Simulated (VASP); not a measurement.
# Sb (R-3m) in VASP: notebook

The runs below take Sb through relaxation of cell and atoms, with PBEsol, RPBE.

Everything below comes from runs of VASP 6.6.1. Logs are shortened: lines on timing, memory, paths and dates and some standing lists are left out, and cuts for length are marked.

### Step 1. Starting point

It takes space group R-3m (No. 166, trigonal). Conventional cell: a = 4.301 Å, b = 4.301 Å, c = 11.232 Å, α = 90.00°, β = 90.00°, γ = 120.00°. Sb (site symmetry 3m) has 3 Sb at 2.90 Å as nearest neighbours.

### Step 2. Relaxation of cell and atoms, PBEsol

The input, INCAR:

```
SYSTEM = Sb
PREC = Accurate ; ENCUT = 480
EDIFF = 1E-7 ; ISMEAR = 0
SIGMA = 0.1 ; LREAL = .FALSE.
LASPH = .TRUE. ; NELM = 100
ALGO = Normal ; ISIF = 3
LWAVE = .FALSE. ; LCHARG = .FALSE.
GGA = PS ; IBRION = 2
NSW = 90 ; EDIFFG = -0.005
```

The input, KPOINTS:

```
Automatic mesh
0
G
  12 12 12
  0 0 0
```

The input, POSCAR:

```
Sb
1.0
    2.1506000000      1.2416494900      3.7440000000
   -2.1506000000      1.2416494900      3.7440000000
    0.0000000000     -2.4832989800      3.7440000000
Sb
2
Direct
    0.2336400000      0.2336400000      0.2336400000
    0.7663600000      0.7663600000      0.7663600000
```

Potentials or basis: VASP PAW PBE potentials, release 64 (Sb).

The run is started by

```console
> cat potpaw_PBE.64/Sb/POTCAR > POTCAR
> mpirun -np 1 vasp_std > vasp.out
```

OUTCAR:

```text
SYSTEM = Sb
   PREC = Accurate
   ENCUT = 480
   EDIFF = 1E-7
   ISMEAR = 0
   LREAL = .FALSE.
   LASPH = .TRUE.
   NELM = 100
   ISIF = 3
   GGA = PS
   IBRION = 2
   NSW = 90
   EDIFFG = -0.005

 ion  position               nearest neighbor table
   1  0.234  0.234  0.234-   2 2.90   2 2.90   2 2.90   2 3.34   2 3.34   2 3.34
   2  0.766  0.766  0.766-   1 2.90   1 2.90   1 2.90   1 3.34   1 3.34   1 3.34

  LATTYP: Found a trigonal (rhomboedric) cell.
 ALAT       =     4.4926951617
 COS(alpha) =     0.5417152821

  Lattice vectors:

 A1 = (   2.1506000000,   1.2416494900,   3.7440000000)
 A2 = (  -2.1506000000,   1.2416494900,   3.7440000000)
 A3 = (   0.0000000000,  -2.4832989800,   3.7440000000)

Analysis of symmetry for initial positions (statically):
=====================================================================
 Subroutine PRICEL returns:
 Original cell was already a primitive cell.

 Routine SETGRP: Setting up the symmetry group for a
 trigonal (rhombohedral) supercell.

 Subroutine GETGRP returns: Found 12 space group operations
 (whereof 12 operations were pure point group operations)
 out of a pool of 12 trial point group operations.

The static configuration has the point symmetry D_3d.

Analysis of symmetry for dynamics (positions and initial velocities):
=====================================================================
 Subroutine PRICEL returns:
 Original cell was already a primitive cell.

 Routine SETGRP: Setting up the symmetry group for a
 trigonal (rhombohedral) supercell.

 Subroutine GETGRP returns: Found 12 space group operations
 (whereof 12 operations were pure point group operations)
 out of a pool of 12 trial point group operations.

The dynamic configuration has the point symmetry D_3d.

 Subroutine INISYM returns: Found 12 space group operations
 (whereof 12 operations are pure point group operations),
 and found     1 'primitive' translations

----------------------------------------------------------------------------------------

                                     Primitive cell

  volume of cell :      59.9854

  direct lattice vectors                    reciprocal lattice vectors
     2.150600000  1.241649490  3.744000000     0.232493258  0.134230045  0.089031339
    -2.150600000  1.241649490  3.744000000    -0.232493258  0.134230045  0.089031339
     0.000000000 -2.483298980  3.744000000     0.000000000 -0.268460090  0.089031339

  length of vectors
     4.492695162  4.492695162  4.492695163     0.282838115  0.282838115  0.282838115

  position of ions in fractional coordinates (direct lattice)
     0.233640000  0.233640000  0.233640000
     0.766360000  0.766360000  0.766360000

  ion indices of the primitive-cell ions
   primitive index   ion index
                 1           1
                 2           2

----------------------------------------------------------------------------------------

 KPOINTS: Automatic mesh

Automatic generation of k-mesh.
 Grid dimensions read from file:
 generate k-points for:   12   12   12

 Generating k-lattice:

  Cartesian coordinates                     Fractional coordinates (reciprocal lattice)
     0.019374438  0.011185837  0.007419278     0.083333333  0.000000000  0.000000000
    -0.019374438  0.011185837  0.007419278     0.000000000  0.083333333  0.000000000
     0.000000000 -0.022371674  0.007419278     0.000000000  0.000000000  0.083333333

  Length of vectors
     0.023569843  0.023569843  0.023569843

  Shift w.r.t. Gamma in fractional coordinates (k-lattice)
     0.000000000  0.000000000  0.000000000

 Subroutine IBZKPT returns following result:
 ===========================================

 Found    189 irreducible k-points:

 Following reciprocal coordinates:
            Coordinates               Weight
  0.000000  0.000000  0.000000      1.000000
  0.083333 -0.000000 -0.000000      6.000000
  0.166667 -0.000000  0.000000      6.000000
  0.250000 -0.000000  0.000000      6.000000
  0.333333 -0.000000  0.000000      6.000000
  0.416667  0.000000  0.000000      6.000000
[... 16 lines left out ...]
  0.500000  0.166667  0.000000     12.000000
 -0.416667  0.166667 -0.000000     12.000000
 [... further k-points ...]
   k-points           NKPTS =    189   k-points in BZ     NKDIM =    189   number of bands    NBANDS=      9
   number of dos      NEDOS =    301   number of ions     NIONS =      2
   total plane-waves  NPLWV =  32768
   dimension x,y,z NGX =    32 NGY =   32 NGZ =   32
   dimension x,y,z NGXF=    64 NGYF=   64 NGZF=   64
   ions per type =               2
   NGX,Y,Z   is equivalent  to a cutoff of  11.84, 11.84, 11.84 a.u.
   NGXF,Y,Z  is equivalent  to a cutoff of  23.68, 23.68, 23.68 a.u.
 SYSTEM =  Sb
   PREC   = accura    normal or accurate (medium, high low for compatibility)
   ISTART =      0    job   : 0-new  1-cont  2-samecut
   ICHARG =      2    charge: 1-file 2-atom 10-const
   ISPIN  =      1    spin polarized calculation?
   LNONCOLLINEAR =      F non collinear calculations
   LSORBIT =      F    spin-orbit coupling
   LASPH  =      T    aspherical Exc in radial PAW
   ENCUT  =  480.0 eV  35.28 Ry    5.94 a.u.   8.03  8.03  8.03*2*pi/ulx,y,z
   NELM   =    100;   NELMIN=  2; NELMDL= -5     # of ELM steps
   EDIFF  = 0.1E-06   stopping-criterion for ELM
   LREAL  =      F    real-space projection
   EDIFFG = -.5E-02   stopping-criterion for IOM
   NSW    =     90    number of steps for IOM
   IBRION =      2    ionic relax: 0-MD 1-quasi-New 2-CG
   NFREE  =      1    steps in history (QN), initial steepest desc. (CG)
   ISIF   =      3    stress and relaxation
   ISYM   =      2    0-nonsym 1-usesym 2-fastsym
   POTIM  = 0.5000    time-step for ionic-motion
   TEBEG  =    0.0;   TEEND  =   0.0 temperature during run
   PSTRESS=    0.0 pullay stress
   NELECT =      10.0000    total number of electrons
   NUPDOWN=      -1.0000    fix difference up-down
   EMIN   =  10.00;   EMAX   =-10.00  energy-range for DOS
   EFERMI =   0.00;   METHOD = LEGACY
   ISMEAR =     0;   SIGMA  =   0.10  broadening in eV -4-tet -1-fermi 0-gaus
   EFERMI_NEDOS =   21; number of points for ismear=-14 and -15
   IALGO  =     38    algorithm
   IMIX   =      4    mixing-type and parameters
     AMIX     =   0.40;   BMIX     =  1.00
     AMIX_MAG =   1.60;   BMIX_MAG =  1.00
  volume/ion in A,a.u.               =      29.99       202.40
  Fermi-wavevector in a.u.,A,eV,Ry     =   0.901003  1.702649 11.045297  0.811806
  Thomas-Fermi vector in A             =   2.024030
   LORBIT       =      0    0 simple, 1 ext, 2 COOP (PROOUT), +10 PAW based schemes
   GGA     = PS    functional components
   LHFCALC =     F    Hartree Fock is set to
   AEXX    =    0.0000 exact exchange contribution
   IVDW    =     0    specifies the selected vdW correction
   LEPSILON=     F    determine dielectric tensor
   LRPA    =     F    only Hartree local field effects (RPA)
 conjugate gradient relaxation of ions
 non-spin polarized calculation
 Gauss-broadening in eV      SIGMA  =   0.10
  energy-cutoff  :      480.00
  volume of cell :       59.99
 maximum number of plane-waves:      1454
   NGX = 17   NGY = 17   NGZ = 17

--------------------------------------- Ionic step        1  -------------------------------------------

 number of electron      10.0000000 magnetization

 number of electron       9.9999999 magnetization

 Free energy of the ion-electron system (eV)
  ---------------------------------------------------
  ext. energy  EPLUGINS =         0.00000000
  ---------------------------------------------------
  free energy    TOTEN  =        -9.11083138 eV

  energy without entropy =       -9.11031552  energy(sigma->0) =       -9.11057345

------------------------ aborting loop because EDIFF is reached ----------------------------------------

  FORCE on cell =-STRESS in cart. coord.  units (eV):
  Direction    XX          YY          ZZ          XY          YZ          ZX
  --------------------------------------------------------------------------------------
  -------------------------------------------------------------------------------------
  Total        0.2956252      0.2956252      0.0720233      0.0000000     -0.0000000      0.0000000
  in kB        7.8959845      7.8959845      1.9237030      0.0000000     -0.0000000      0.0000000
  external PRESSURE =       5.9052240 kB  Pullay stress =       0.0000000 kB
[... 275 lines left out ...]
  energy  without entropy=       -9.1172695535  energy(sigma->0) =       -9.11760483

--------------------------------------- Ionic step        9  -------------------------------------------

 number of electron      10.0000000 magnetization

 Free energy of the ion-electron system (eV)
  ---------------------------------------------------
  ext. energy  EPLUGINS =         0.00000000
  ---------------------------------------------------
  free energy    TOTEN  =        -9.11796552 eV

  energy without entropy =       -9.11730213  energy(sigma->0) =       -9.11763383

 E-fermi :   7.1946     XC(G=0):  -9.7290

 val. band max:        7.1934718248   @ k =  -0.4167   0.5000   0.4167
 cond. band min:       7.3163920889   @ k =   0.3333   0.1667   0.1667
 fundamental gap:      0.1229202642
 Fermi energy:         7.1945786269

 k-point     1 :       0.0000    0.0000    0.0000
  band No.  band energies     occupation
      1      -5.4930      2.00000
      2       2.5381      2.00000
      3       5.2945      2.00000
      4       5.4380      2.00000
      5       5.4380      2.00000
      6       9.5954      0.00000
      7      10.0753      0.00000
      8      10.0753      0.00000
      9      12.1721      0.00000
[... 265 lines left out ...]
 k-point    24 :      -0.4167    0.1667   -0.0000
  band No.  band energies     occupation
      1      -2.9330      2.00000
      2      -2.2597      2.00000
      3       3.5544      2.00000
      4       5.1109      2.00000
      5       5.5490      2.00000
      6       8.1809      0.00000
      7       8.5962      0.00000
      8      10.3867      0.00000
      9      13.8429      0.00000

 [... further k-points ...]
[... 5 lines left out ...]
  --------------------------------------------------------------------------------------
  -------------------------------------------------------------------------------------
  Total        0.0034447      0.0034447      0.0013645      0.0000000      0.0000000      0.0000000
  in kB        0.0925328      0.0925328      0.0366535      0.0000000      0.0000000      0.0000000
  external PRESSURE =       0.0739063 kB  Pullay stress =       0.0000000 kB
[... 17 lines left out ...]
  FREE ENERGIE OF THE ION-ELECTRON SYSTEM (eV)
  ---------------------------------------------------
  free  energy   TOTEN  =        -9.1179655197 eV

  energy  without entropy=       -9.1173021346  energy(sigma->0) =       -9.11763383

 reached required accuracy - stopping structural energy minimisation
```

Wall time 5.9 min (1 thread of Intel Xeon Platinum 8375C at 2.90GHz (Ice Lake), shared host); peak memory 0.24 GiB.

Results:

```
Free energy                            : -9.1180 eV
Relaxed volume                         : 29.82 Å³/atom
Relaxed cell                           : a = 4.448 Å, b = 4.448 Å, c = 4.448 Å, α = 58.20°, β = 58.20°, γ = 58.20°
Space group after relaxing (to 0.05 Å) : R-3m (No. 166)
Energy gained by relaxing              : 3.6 meV/atom
Ionic steps                            : 9
Pressure after relaxing                : 0.0 GPa
Band gap on the k mesh                 : none (metal or under the smearing width)
```

Step by step:
| step | energy change (eV) | largest force (eV/Å) | pressure (GPa) | volume (Å³) |
| --- | --- | --- | --- | --- |
| 1 | 0.0000 | 0.2185 | 0.59 | 59.99 |
| 2 | -0.0029 | 0.0383 | -0.67 | 60.95 |
| 3 | -0.0033 | 0.0815 | -0.36 | 60.71 |
| 4 | -0.0052 | 0.0553 | -0.24 | 60.37 |
| 5 | -0.0070 | 0.0032 | 0.10 | 59.56 |
| 6 | -0.0070 | 0.0009 | 0.09 | 59.59 |
| 7 | -0.0071 | 0.0165 | -0.09 | 59.72 |
| 8 | -0.0071 | 0.0116 | -0.03 | 59.68 |
| 9 | -0.0071 | 0.0016 | 0.01 | 59.64 |

Final structure:
```cif
data_structure
_symmetry_space_group_name_H-M 'P 1'
_symmetry_Int_Tables_number 1
_cell_length_a 4.4476
_cell_length_b 4.4476
_cell_length_c 4.4476
_cell_angle_alpha 58.199
_cell_angle_beta 58.199
_cell_angle_gamma 58.199
_cell_volume 59.64
loop_
_atom_site_label
_atom_site_type_symbol
_atom_site_fract_x
_atom_site_fract_y
_atom_site_fract_z
_atom_site_occupancy
Sb1 Sb 0.23624 0.23624 0.23624 1
Sb2 Sb 0.76376 0.76376 0.76376 1
```

Caveat: the PAW data sets were made with another functional, which shifts forces and pressure a little. The run has no spin-orbit coupling, so splittings on Sb are missing.

### Step 3. Relaxation of cell and atoms, RPBE

The input, INCAR:

```
SYSTEM = Sb
PREC = Accurate ; ENCUT = 600
EDIFF = 1E-7 ; ISMEAR = 0
SIGMA = 0.1 ; LREAL = .FALSE.
LASPH = .TRUE. ; NELM = 100
ALGO = Normal ; ISIF = 3
LWAVE = .FALSE. ; LCHARG = .FALSE.
GGA = RP ; IBRION = 2
NSW = 90 ; EDIFFG = -0.005
```

KPOINTS is that of step 2.

POSCAR is that of step 2.

Potentials or basis: VASP PAW PBE potentials, release 64 (Sb).

The run is started by

```console
> cat potpaw_PBE.64/Sb/POTCAR > POTCAR
> mpirun -np 1 vasp_std > vasp.out
```

It took 13 min on 1 thread of Intel Xeon Platinum 8375C at 2.90GHz (Ice Lake), shared host; peak memory 0.31 GiB.

Results (log left out):

- Free energy: -7.5587 eV
- Relaxed volume: 33.19 Å³/atom
- Relaxed cell: a = 4.704 Å, b = 4.704 Å, c = 4.704 Å, α = 55.77°, β = 55.77°, γ = 55.77°
- Space group after relaxing (to 0.05 Å): R-3m (No. 166)
- Energy gained by relaxing: 34.9 meV/atom
- Ionic steps: 11
- Pressure after relaxing: 0.0 GPa
- Band gap on the k mesh: none (metal or under the smearing width)

The path:
```csv
step,energy change (eV),largest force (eV/Å),pressure (GPa),volume (Å³)
1,0.0000,0.2873,4.49,59.99
2,-0.0392,0.3900,-2.01,67.59
3,-0.0617,0.1595,0.10,64.52
4,-0.0640,0.1215,0.08,64.78
5,-0.0677,0.0000,0.05,65.57
6,-0.0679,0.0365,0.06,65.80
7,-0.0692,0.0079,-0.05,66.18
8,-0.0696,0.0257,-0.17,66.61
9,-0.0696,0.0204,-0.15,66.54
10,-0.0694,0.0300,0.27,66.11
11,-0.0697,0.0012,0.01,66.37
```

Final structure:
```
CELL_PARAMETERS angstrom
2.19990 1.27011 3.95891
-2.19990 1.27011 3.95891
0.00000 -2.54023 3.95891
ATOMIC_POSITIONS crystal
Sb 0.23104 0.23104 0.23104
Sb 0.76896 0.76896 0.76896
```

Levels at points of the mesh, in eV from the Fermi level:
```
           k point  band 2  band 3  band 4  band 5  band 6  band 7  band 8  band 9
(0.00, 0.00, 0.00)   -5.20   -1.92   -1.57   -1.57    1.81    2.50    2.50    5.37
(0.50, 0.00, 0.00)   -9.15   -1.89   -1.87   -0.25   -0.16    0.31    0.86    7.29
(0.50, 0.50, 0.00)   -7.94   -4.79   -3.32   -3.21    1.73    4.46    5.31    6.13
(0.50, 0.50, 0.50)   -8.41   -1.19   -1.19   -0.50    0.47    0.47    1.21    6.66
```

Caveat: the PAW data sets were made with another functional, which shifts forces and pressure a little; the volume moved by +11 % from the deposited cell, more than functionals usually miss. The run has no spin-orbit coupling, so splittings on Sb are missing.
